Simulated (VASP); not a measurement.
Here is a VASP 6.6.1 calculation.

Contents of INCAR:

```
  PREC = Accurate
  ENCUT = 700
  EDIFF = 1E-6
  ISMEAR = 0
  SIGMA = 0.1
  LREAL = F
  LASPH = T
  NELM = 100
  ALGO = Normal
  ISIF = 2
  LWAVE = F
  LCHARG = T
  GGA = PS
  LELF = T
  LVHAR = T
  NBANDS = 18
```

Contents of KPOINTS:

```
Automatic mesh
0
Gamma
  9 9 6
```

Contents of POSCAR:

```
PtSe2
1.0
    3.7584900000      0.0000000000      0.0000000000
   -1.8792500000      3.2549500000      0.0000000000
    0.0000000000      0.0000000000      4.8698900000
Pt Se
1 2
Direct
    0.0000000000      0.0000000000      0.0000000000
    0.6666700000      0.3333300000      0.7389500000
    0.3333300000      0.6666700000      0.2610500000
```

Potentials or basis: VASP PAW PBE potentials, release 64 (Pt, Se).

The run is started by

```bash
$ cat potpaw_PBE.64/Pt/POTCAR potpaw_PBE.64/Se/POTCAR > POTCAR
$ mpirun -np 1 vasp_std > vasp.out
```

Question: Predict the pressure.

Answer: 0.0 GPa.

Question: What does it give for the band gap on the k mesh?

Answer: None (metal or under the smearing width).

Stress tensor (GPa, compression positive):
```
 0.06  0.00  0.00
 0.00  0.06  0.00
 0.00  0.00 -0.04
```

Caveat: the PAW data sets were made with another functional, which shifts forces and pressure a little. The run has no spin-orbit coupling, so splittings on Pt are missing.
